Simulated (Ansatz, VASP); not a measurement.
**Two plane-wave programs on AlFe**

```xyz
2
Lattice="2.9764 0.0000 0.0000 0.0000 2.9764 0.0000 0.0000 0.0000 2.9764" Properties=species:S:1:pos:R:3 pbc="T T T"
Al    0.0000    0.0000    0.0000
Fe    1.4882    1.4882    1.4882
```

Alike in both runs: task single point; functional PBE; k mesh 10 × 10 × 10; occupations fermi-dirac, width 0.1 eV; collinear spin.

|  | VASP | Ansatz |
| --- | --- | --- |
| version | VASP 6.6.1 | Ansatz 0.2.0 |
| potentials or method | VASP PAW PBE potentials, release 64 (Al, Fe) | plane waves, PAW |
| plane-wave cutoff (eV) | 520 | 500 |
| valence electrons in the cell | 11 | 19 |

```csv
,VASP,Ansatz,Ansatz less VASP
pressure (GPa),-14.3,-14.3,+0.02
net moment per atom (μB),0.40,0.40,+0.001
size of the moment on the site where the two differ most (μB),0.03,0.04,+0.011
```

Site moments also hang on the region over which each program counts them. The functional is the same, so the differences come from potentials, cutoffs and numerics. The two sets of potentials don't hold the same shells in valence. Ansatz warned: «given_moment_on_shells».

Caveats: the moment fell far below its start of 4.5 μB, so a state of higher moment may lie lower in energy (VASP).
